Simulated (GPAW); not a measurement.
# PbS (Galena) (Fm-3m) in GPAW: further runs

The runs below take PbS (Galena) through single point, relaxation of cell and atoms, with PBE, LDA, PBEsol.

Everything below comes from runs of GPAW 26.7.0. Logs are shortened: lines on timing, memory, paths and dates and some standing lists are left out, and cuts for length are marked. The log counts tension as positive stress, the text compression.

**1. The structure**

It takes space group Fm-3m (No. 225, cubic). Conventional cell: a = 5.931 Å, b = 5.931 Å, c = 5.931 Å, α = 90.00°, β = 90.00°, γ = 90.00°. Pb (site symmetry m-3m) is surrounded by 6 S at 2.97 Å. S (site symmetry m-3m) is surrounded by 6 Pb at 2.97 Å.

**2. Single point, PBE**

run.py reads:

```python
from ase.dft.bandgap import bandgap
from ase.io import read, write
from ase.units import Bohr, GPa
from gpaw import GPAW, PW
from gpaw.elf import elf_from_dft_calculation

atoms = read('POSCAR')

calc = GPAW(mode=PW(600),
            xc='PBE',
            kpts={'size': (8, 8, 8), 'gamma': True},
            occupations={'name': 'methfessel-paxton', 'order': 0, 'width': 0.011},
            nbands=19,
            convergence={'density': 1e-05, 'energy': 1e-05},
            maxiter=150,
            txt='gpaw.txt')
atoms.calc = calc
energy = atoms.get_potential_energy()
forces = atoms.get_forces()
stress = atoms.get_stress()
calc.write('gs.gpw')
write('result.traj', atoms)
print(f'Energy: {energy:.6f} eV')
print('Forces (eV/A):')
print(forces.round(4))
print('Stress (GPa):', (stress / GPa).round(3))
print('Fermi level:', round(calc.get_fermi_level(), 4), 'eV')
print(f'Gap: {bandgap(calc)[0]:.4f} eV, direct: {bandgap(calc, direct=True)[0]:.4f} eV')

# fields on the real-space grid
write('density.cube', atoms, data=calc.get_pseudo_density() * Bohr**3)
write('potential.cube', atoms, data=calc.get_electrostatic_potential())
write('elf.cube', atoms, data=elf_from_dft_calculation(calc).data)
```

POSCAR reads:

```
PbS
1.0
    0.0000000000      2.9657500000      2.9657500000
    2.9657500000      0.0000000000      2.9657500000
    2.9657500000      2.9657500000      0.0000000000
Pb S
1 1
Direct
    0.0000000000      0.0000000000      0.0000000000
    0.5000000000      0.5000000000      0.5000000000
```

Potentials or basis: GPAW PAW data sets (gpaw-data 1.2.1), pw.

Run with:

```bash
OMP_NUM_THREADS=1 python run.py
```

gpaw.txt:

```text
__  _  _
 | _ |_)|_||  |
 |__||  | ||/\| - 26.7.0

Input parameters:
  mode=PW(ecut=600.0),
  convergence={'density': 1e-05, 'energy': 1e-05},
  kpts=MonkhorstPack(size=(8, 8, 8), gamma=True),
  maxiter=150,
  nbands=19,
  occupations=Occupations(name='methfessel-paxton', order=0, width=0.011),
  xc=XC(name='PBE')

Diagonalizing LCAO Hamiltonian
Converting LCAO to pw mode

                S

       Pb

Atoms  # Å, Bohr magnetons
|   | symbol |        x |        y |        z |    initial magnetic moments |
|---|--------|----------|----------|----------|-----------------------------|
| 0 |     Pb | 0.000000 | 0.000000 | 0.000000 | ( 0.0000,  0.0000,  0.0000) |
| 1 |      S | 2.965750 | 2.965750 | 2.965750 | ( 0.0000,  0.0000,  0.0000) |

Unit cell  # Å
| periodic |        x |        y |        z |  lengths |    angles |
|----------|----------|----------|----------|----------|-----------|
|      yes | 0.000000 | 2.965750 | 2.965750 | 4.194204 | 60.000000 |
|      yes | 2.965750 | 0.000000 | 2.965750 | 4.194204 | 60.000000 |
|      yes | 2.965750 | 2.965750 | 0.000000 | 4.194204 | 60.000000 |

Number of symmetries: 48
Symmetry operations  # r_c * U_cc + t_c -> r_c
|    | kind |            matrix            |
|----|------|------------------------------|
|  0 |  σ   |  1, 0, 0,  1, 0,-1,  1,-1, 0 |
|  1 |  C2  |  1, 0, 0,  1,-1, 0,  1, 0,-1 |
|  2 |  E   |  1, 0, 0,  0, 1, 0,  0, 0, 1 |
|  3 |  σ   |  1, 0, 0,  0, 0, 1,  0, 1, 0 |
|  4 |  C4  |  1, 0,-1,  1, 0, 0,  1,-1, 0 |
|  5 |  S6  |  1, 0,-1,  1,-1, 0,  1, 0, 0 |
|  6 |  σ   |  1, 0,-1,  0, 1,-1,  0, 0,-1 |
|  7 |  C3  |  1, 0,-1,  0, 0,-1,  0, 1,-1 |
|  8 |  S6  |  1,-1, 0,  1, 0, 0,  1, 0,-1 |
|  9 |  C4  |  1,-1, 0,  1, 0,-1,  1, 0, 0 |
| 10 |  C3  |  1,-1, 0,  0,-1, 1,  0,-1, 0 |
| 11 |  σ   |  1,-1, 0,  0,-1, 0,  0,-1, 1 |
| 12 |  σ   |  0, 1, 0,  1, 0, 0,  0, 0, 1 |
| 13 |  C4  |  0, 1, 0,  0, 1,-1, -1, 1, 0 |
| 14 |  C3  |  0, 1, 0,  0, 0, 1,  1, 0, 0 |
| 15 |  S6  |  0, 1, 0, -1, 1, 0,  0, 1,-1 |
| 16 |  C2  |  0, 1,-1,  1, 0,-1,  0, 0,-1 |
| 17 |  σ   |  0, 1,-1,  0, 1, 0, -1, 1, 0 |
| 18 |  S4  |  0, 1,-1,  0, 0,-1,  1, 0,-1 |
| 19 |  C4  |  0, 1,-1, -1, 1, 0,  0, 1, 0 |
| 20 |  C3  |  0, 0, 1,  1, 0, 0,  0, 1, 0 |
| 21 |  σ   |  0, 0, 1,  0, 1, 0,  1, 0, 0 |
| 22 |  S6  |  0, 0, 1,  0,-1, 1, -1, 0, 1 |
| 23 |  C4  |  0, 0, 1, -1, 0, 1,  0,-1, 1 |
| 24 |  S4  |  0, 0,-1,  1, 0,-1,  0, 1,-1 |
| 25 |  C3  |  0, 0,-1,  0, 1,-1,  1, 0,-1 |
| 26 |  C2  |  0, 0,-1,  0,-1, 0, -1, 0, 0 |
| 27 |  S6  |  0, 0,-1, -1, 0, 0,  0,-1, 0 |
| 28 |  S4  |  0,-1, 1,  1,-1, 0,  0,-1, 0 |
| 29 |  C4  |  0,-1, 1,  0, 0, 1, -1, 0, 1 |
| 30 |  C2  |  0,-1, 1,  0,-1, 0,  1,-1, 0 |
| 31 |  σ   |  0,-1, 1, -1, 0, 1,  0, 0, 1 |
| 32 |  C3  |  0,-1, 0,  1,-1, 0,  0,-1, 1 |
| 33 |  S6  |  0,-1, 0,  0, 0,-1, -1, 0, 0 |
| 34 |  S4  |  0,-1, 0,  0,-1, 1,  1,-1, 0 |
| 35 |  C2  |  0,-1, 0, -1, 0, 0,  0, 0,-1 |
| 36 |  C2  | -1, 1, 0,  0, 1, 0,  0, 1,-1 |
| 37 |  S6  | -1, 1, 0,  0, 1,-1,  0, 1, 0 |
| 38 |  S4  | -1, 1, 0, -1, 0, 1, -1, 0, 0 |
| 39 |  C3  | -1, 1, 0, -1, 0, 0, -1, 0, 1 |
| 40 |  S6  | -1, 0, 1,  0, 0, 1,  0,-1, 1 |
| 41 |  C2  | -1, 0, 1,  0,-1, 1,  0, 0, 1 |
| 42 |  C3  | -1, 0, 1, -1, 1, 0, -1, 0, 0 |
| 43 |  S4  | -1, 0, 1, -1, 0, 0, -1, 1, 0 |
| 44 |  C2  | -1, 0, 0,  0, 0,-1,  0,-1, 0 |
| 45 |  i   | -1, 0, 0,  0,-1, 0,  0, 0,-1 |
| 46 |  σ   | -1, 0, 0, -1, 1, 0, -1, 0, 1 |
| 47 |  C2  | -1, 0, 0, -1, 0, 1, -1, 1, 0 |

BZ-sampling:
  Number of BZ points: 512
  Number of IBZ points: 29

  Monkhorst-Pack size: [8, 8, 8]
  Monkhorst-Pack shift: [0.0625, 0.0625, 0.0625]

K-points  # in reciprocal-cell coordinates
|     |                                coordinates |     weight |
|-----|--------------------------------------------|------------|
|   0 | (  0.00000000,   0.00000000,   0.00000000) | 0.00195312 |
|   1 | (  0.12500000,   0.12500000,   0.00000000) | 0.01171875 |
|   2 | (  0.12500000,   0.12500000,   0.12500000) | 0.01562500 |
|   3 | (  0.25000000,   0.12500000,   0.12500000) | 0.02343750 |
|   4 | (  0.25000000,   0.25000000,   0.00000000) | 0.01171875 |
|   5 | (  0.25000000,   0.25000000,   0.12500000) | 0.04687500 |
|   6 | (  0.25000000,   0.25000000,   0.25000000) | 0.01562500 |
|   7 | (  0.37500000,   0.25000000,  -0.37500000) | 0.04687500 |
|   8 | (  0.37500000,   0.25000000,   0.12500000) | 0.04687500 |
|   9 | (  0.37500000,   0.25000000,   0.25000000) | 0.04687500 |
| ... |                                            |            |
|  28 | (  0.50000000,   0.50000000,   0.50000000) | 0.00781250 |

Plane wave coefficients: 1807
Cutoff: 600.0 eV

Spin-components: 1 (collinear spins)
Bands:           19
Projectors:      11
Spin-degeneracy: 2
Datatype:        complex128

Parallelization:
  kpt:    1
  domain: 1
  band:   1

Density:
  Valence electrons: 20.0
  Components: 1
  Grid points: [24 24 24]
  Charge: 0.0  # |e|

Potential:
  Grid points: [24 24 24]

species:
  Pb:
    name:    Lead
    Z:       82.0
    valence: 14
    core:    68
    charge:  0.0  # [|e|]
    compensation charges:
      type: gauss
      rc: 0.38  # [Å]
      lmax: 2
    cutoffs:
      filter: 2.36  # [Å]
      core: 2.43  # [Å]
    projectors
    | kind |    occ | energy [eV] | rcut [Å] |
    |------|--------|-------------|----------|
    |   6s |  2.000 |     -11.969 |    1.259 |
    |   6p |  2.000 |      -3.506 |    1.275 |
    |   5d | 10.000 |     -21.211 |    1.217 |
    |    s |        |      15.243 |    1.259 |
    |    p |        |      23.705 |    1.275 |
    |    d |        |       6.001 |    1.217 |

    Using partial waves for Pb as LCAO basis

  S:
    name:    Sulfur
    Z:       16.0
    valence: 6
    core:    10
    charge:  0.0  # [|e|]
    compensation charges:
      type: gauss
      rc: 0.24  # [Å]
      lmax: 2
    cutoffs:
      filter: 1.77  # [Å]
      core: 1.66  # [Å]
    projectors
    | kind |    occ | energy [eV] | rcut [Å] |
    |------|--------|-------------|----------|
    |   3s |  2.000 |     -17.254 |    0.974 |
    |   3p |  4.000 |      -7.008 |    0.979 |
    |    s |        |       9.957 |    0.974 |
    |    p |        |      20.203 |    0.979 |
    |    d |        |       0.000 |    0.900 |

    Using partial waves for S as LCAO basis

Reference energy: -578132.083262  # eV

eigensolver:
  PPCG
  Converge bands: occupied
  niter=2

density mixing:
  MSR1-Mixer
  Pratt-step length: 0.05
  Maximum mixing coefficient: 0.75
  Old densities: 10
  SVD Regularization: 0.005
  Good broyden scale: 1.0
  Trust region scale: 1.0
  Backstep threshold: 4.0
  History deletion threshold: 6.0
  Fourier metric: weight=20.0, sigma=0.015

occupation numbers:
  Methfessel-Paxton:
    width: 0.0110  # eV
    order: 0

poisson solver:
  ecut: 4800.0  # eV

xc functional:
  name: PBE with 2 nearest neighbor stencil

convergence criteria:
- Maximum integral of absolute [dens]ity change: 1e-05 electrons / valence electron
- Maximum [total energy] change in last 3 cyles: 1e-05 eV / valence electron
- Maximum integral of absolute [eigenst]ate change: 4e-08 eV^2 / valence electron
maximum number of iterations: 150

SCF iterations
|iter     | |      energy | eigst |  dens |
|---------|-|-------------|-------|-------|
|iter:   1| |   -9.404911 | -0.15 |       |
|iter:   2| |   -9.296452 | -1.96 | -1.16 |
|iter:   3| |   -8.969097 | -1.65 | -1.21 |
|iter:   4| |   -8.971227 | -3.75 | -1.81 |
|iter:   5| |   -8.972315 | -4.21 | -2.16 |
|iter:   6| |   -8.972352 | -5.53 | -3.15 |
|iter:   7| |   -8.972357c| -6.56 | -3.63 |
|iter:   8| |   -8.972358c| -7.59c| -4.45 |
|iter:   9| |   -8.972358c| -7.62c| -5.18c|

Converged in 9 steps
Energy contributions relative to reference atoms: (reference = -578132.083262)

Energy contributions:
  Kinetic:          18.620280
  Coulomb:         -18.989505
  Zero:              0.045935
  External:          0.000000
  Xc:               -8.649068
  Entropy:          -0.000000
  Spinorbit:         0.000000
  ----------------------------
  Free energy:      -8.972358
  Extrapolated:     -8.972358

dipole moment: (-25.075060, -25.075060, -25.075060)  # |e|*Ang

Fermi level: 6.338
Eigenvalues  # (at kpt = [0.000, 0.000, 0.000])
| band index |      eig [eV] | occ [0-2] |
|------------|---------------|-----------|
|          0 |       -10.580 |     2.000 |
|        ... |               |           |
|          2 |       -10.580 |     2.000 |
|          3 |       -10.571 |     2.000 |
|          4 |       -10.571 |     2.000 |
|          5 |        -7.358 |     2.000 |
|          6 |         0.258 |     2.000 |
|          7 |         4.051 |     2.000 |
|          8 |         4.051 |     2.000 |
|          9 |         4.051 |     2.000 |
|         10 |        11.415 |     0.000 |
|         11 |        11.415 |     0.000 |
|         12 |        11.415 |     0.000 |
|         13 |        12.934 |     0.000 |
|         14 |        12.934 |     0.000 |
|         15 |        12.934 |     0.000 |
|         16 |        14.927 |     0.000 |
|         17 |        15.284 |     0.000 |
|         18 |        15.294 |     0.000 |

Gap: 0.308 eV
Transition (v -> c):
  (s=0, k=28, n=9, [0.50, 0.50, 0.50]) -> (s=0, k=28, n=10, [0.50, 0.50, 0.50])
No difference between direct/indirect transitions

Forces  # eV/Ang
|        x |       y |       z |
|----------|---------|---------|
| -0.00000 | 0.00000 | 0.00000 |  # Pb   0
|  0.00000 | 0.00000 | 0.00000 |  # S    1

Stress tensor  # eV/Ang^3
|         x |         y |         z |
|-----------|-----------|-----------|
| -0.012453 |  0.000000 |  0.000000 |
|  0.000000 | -0.012453 |  0.000000 |
|  0.000000 |  0.000000 | -0.012453 |

# Writing to gs.gpw (mode='')
```

Wall time 19 s (1 thread of Arm Neoverse V1, shared host); peak memory 0.16 GiB.

Results:

```
Free energy            : -8.9724 eV
Pressure               : 2.0 GPa
Band gap on the k mesh : 0.31 eV, direct
```

Caveat: spin-orbit coupling is left out, which as a rule narrows the gap of such compounds by several tenths of an eV.

[end of part 1 of 2]
